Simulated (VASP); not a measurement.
# TaN (P-62m) in VASP: a series of runs, part 2 of 2

VASP 6.6.1.

### Step 3. Single point, PBEsol+U, collinear spin, antiferromagnetic start

File INCAR:

```
PREC     = Accurate       # precision mode
ENCUT    = 520            # plane-wave cutoff, eV
EDIFF    = 1E-6           # SCF threshold, eV
ISMEAR   = 0              # smearing method
SIGMA    = 0.05           # smearing width, eV
LREAL    = F              # projectors in reciprocal space
LASPH    = T              # aspherical terms in the spheres
NELM     = 100            # most SCF steps
ALGO     = Fast           # electronic algorithm
ISIF     = 2              # what is computed and relaxed
LWAVE    = F              # write WAVECAR
LCHARG   = F              # write CHGCAR
ISPIN    = 2              # spin polarisation
MAGMOM   = 0.5 -0.5 0.5 0 0 0 # initial moments
LORBIT   = 11             # projections on sites
LMAXMIX  = 4              # l up to which the mixer works
LDAU     = T              # DFT+U
LDAUTYPE = 2            
LDAUL    = 2 -1           # shell
LDAUU    = 2 0            # U, eV
LDAUJ    = 0 0          
LDAUPRINT= 1            
GGA      = PS             # functional
```

File KPOINTS:

```
Automatic mesh
0
Gamma
  5 5 8
```

File POSCAR:

```
TaN
1.0
    5.1960001500      0.0000000000      0.0000000000
   -2.5980000800      4.4998681300      0.0000000000
    0.0000000000      0.0000000000      2.9109996000
Ta N
3 3
Direct
    0.3333333333      0.6666666667      0.5000000000
    0.6666666667      0.3333333333      0.5000000000
    0.0000000000      0.0000000000      0.0000000000
    0.3928500000      0.0000000000      0.0000000000
    0.6071500000      0.6071500000      0.0000000000
    0.0000000000      0.3928500000      0.0000000000
```

Potentials or basis: VASP PAW PBE potentials, release 64 (Ta_pv, N).

The run is started by

```sh
$ cat potpaw_PBE.64/Ta_pv/POTCAR potpaw_PBE.64/N/POTCAR > POTCAR
$ mpirun -np 1 vasp_std > vasp.out
```

OUTCAR:

```text
PREC = Accurate
   ENCUT = 520
   EDIFF = 1E-6
   ISMEAR = 0
   LREAL = F
   LASPH = T
   NELM = 100
   ISIF = 2
   ISPIN = 2
   LORBIT = 11
   GGA = PS

 ion  position               nearest neighbor table
   1  0.333  0.667  0.500-   6 2.16   6 2.16   5 2.16   5 2.16   4 2.16   4 2.16   2 3.00   2 3.00
                             2 3.00   3 3.33   3 3.33   3 3.33   3 3.33   3 3.33   3 3.33
   2  0.667  0.333  0.500-   6 2.16   6 2.16   4 2.16   4 2.16   5 2.16   5 2.16   1 3.00   1 3.00
                             1 3.00   3 3.33   3 3.33   3 3.33   3 3.33   3 3.33   3 3.33
   3  0.000  0.000  0.000-   5 2.04   4 2.04   6 2.04   2 3.33   2 3.33   1 3.33   1 3.33   1 3.33
                             2 3.33   2 3.33   1 3.33   2 3.33   2 3.33   1 3.33   1 3.33
   4  0.393  0.000  0.000-   3 2.04   2 2.16   2 2.16   1 2.16   1 2.16
   5  0.607  0.607  0.000-   3 2.04   1 2.16   1 2.16   2 2.16   2 2.16
   6  0.000  0.393  0.000-   3 2.04   2 2.16   2 2.16   1 2.16   1 2.16

  LATTYP: Found a hexagonal cell.
 ALAT       =     5.1960001500
 C/A-ratio  =     0.5602385520

  Lattice vectors:

 A1 = (   5.1960001500,   0.0000000000,   0.0000000000)
 A2 = (  -2.5980000800,   4.4998681300,   0.0000000000)
 A3 = (   0.0000000000,   0.0000000000,   2.9109996000)

Analysis of symmetry for initial positions (statically):
=====================================================================
 Subroutine PRICEL returns:
 Original cell was already a primitive cell.

 Routine SETGRP: Setting up the symmetry group for a
 hexagonal supercell.

 Subroutine GETGRP returns: Found 12 space group operations
 (whereof 12 operations were pure point group operations)
 out of a pool of 24 trial point group operations.

The static configuration has the point symmetry D_3h.

Analysis of symmetry for dynamics (positions and initial velocities):
=====================================================================
 Subroutine PRICEL returns:
 Original cell was already a primitive cell.

[... 295 lines left out ...]
      1     -28.1791      1.00000
      2     -28.1791      1.00000
      3     -27.8289      1.00000
      4     -27.8289      1.00000
      5     -27.6498      1.00000
      6     -27.5437      1.00000
[... 733 lines left out ...]
     27      10.5741      0.00000
     28      10.6496      0.00000

 [... further k-points ...]

 spin component 2

 k-point     1 :       0.0000    0.0000    0.0000
  band No.  band energies     occupation
      1     -28.1791      1.00000
      2     -28.1791      1.00000
      3     -27.8289      1.00000
      4     -27.8289      1.00000
      5     -27.6498      1.00000
      6     -27.5437      1.00000
[... 733 lines left out ...]
     27      10.5741      0.00000
     28      10.6496      0.00000

 [... further k-points ...]

------------------------ aborting loop because EDIFF is reached ----------------------------------------

  FORCE on cell =-STRESS in cart. coord.  units (eV):
  Direction    XX          YY          ZZ          XY          YZ          ZX
  --------------------------------------------------------------------------------------
  -------------------------------------------------------------------------------------
  Total        1.4123038      1.4123038      1.0046950      0.0000000      0.0000000      0.0000000
  in kB       33.2450989     33.2450990     23.6501418      0.0000011      0.0000000      0.0000000
  external PRESSURE =      30.0467799 kB  Pullay stress =       0.0000000 kB

 VOLUME and BASIS-vectors are now :
 -----------------------------------------------------------------------------
  energy-cutoff  :      520.00
  volume of cell :       68.06
      direct lattice vectors                 reciprocal lattice vectors
     5.196000150  0.000000000  0.000000000     0.192455730  0.111114367  0.000000000
    -2.598000080  4.499868130  0.000000000     0.000000000  0.222228735  0.000000000
     0.000000000  0.000000000  2.910999600     0.000000000  0.000000000  0.343524609

 POSITION                                       TOTAL-FORCE (eV/Angst)
 -----------------------------------------------------------------------------------
     -0.00000      2.99991      1.45550        -0.000000     -0.000000     -0.000000
      2.59800      1.49996      1.45550        -0.000000     -0.000000     -0.000000
      0.00000      0.00000      0.00000        -0.000000      0.000000     -0.000000
      2.04125      0.00000      0.00000         0.110221     -0.000016      0.000000
      1.57738      2.73209      0.00000        -0.055124     -0.095447     -0.000000
     -1.02062      1.76777      0.00000        -0.055097      0.095462     -0.000000
 -----------------------------------------------------------------------------------
    total drift:                               -0.000002     -0.000003      0.000000

  FREE ENERGIE OF THE ION-ELECTRON SYSTEM (eV)
  ---------------------------------------------------
  free  energy   TOTEN  =       -65.9669809954 eV

  energy  without entropy=      -65.9642866109  energy(sigma->0) =      -65.96563380

 total charge

# of ion       s       p       d       tot
------------------------------------------
    1        0.301   6.275   2.320   8.896
    2        0.301   6.275   2.320   8.896
    3        0.344   6.233   2.349   8.925
    4        1.232   2.564   0.000   3.797
    5        1.232   2.564   0.000   3.797
    6        1.232   2.564   0.000   3.797
--------------------------------------------------
tot          4.643  26.475   6.988  38.107

 magnetization (x)

# of ion       s       p       d       tot
------------------------------------------
    1        0.000   0.000   0.000   0.000
    2       -0.000  -0.000  -0.000  -0.000
    3        0.000   0.000   0.000   0.000
    4       -0.000   0.000   0.000   0.000
    5       -0.000   0.000   0.000   0.000
    6       -0.000   0.000   0.000   0.000
--------------------------------------------------
tot          0.000   0.000   0.000   0.000
```

Run time: 89 s. Hardware: 1 thread of Intel Xeon Platinum 8488C (Sapphire Rapids), shared host; peak memory 0.25 GiB.

What came out:

| Item | Value |
| --- | --- |
| Free energy | -65.9670 eV |
| Pressure | 3.0 GPa |
| Largest force | 0.110 eV/Å |
| Band gap on the k mesh | none (metal or under the smearing width) |
| Net moment | 0.00 μB per cell |
| Valence electrons inside the program's atomic spheres | Ta 8.90, 8.93; N 3.80 |

Forces on the atoms (eV/Å):
```
Ta   0.000  0.000  0.000
Ta   0.000  0.000  0.000
Ta   0.000  0.000  0.000
N    0.110  0.000  0.000
N   -0.055 -0.095  0.000
N   -0.055  0.095  0.000
```

Eigenvalues of the final occupation matrices:
```
    site  spin  trace               eigenvalues
site 1 d     1   1.19  0.22 0.22 0.23 0.23 0.28
site 1 d     2   1.19  0.22 0.22 0.23 0.23 0.28
site 2 d     1   1.19  0.22 0.22 0.23 0.23 0.28
site 2 d     2   1.19  0.22 0.22 0.23 0.23 0.28
site 3 d     1   1.20  0.20 0.20 0.24 0.24 0.33
site 3 d     2   1.20  0.20 0.20 0.24 0.24 0.33
```

Caveat: the PAW data sets were made with another functional, which shifts forces and pressure a little. The state reached can hang on the start; a lower one may exist.
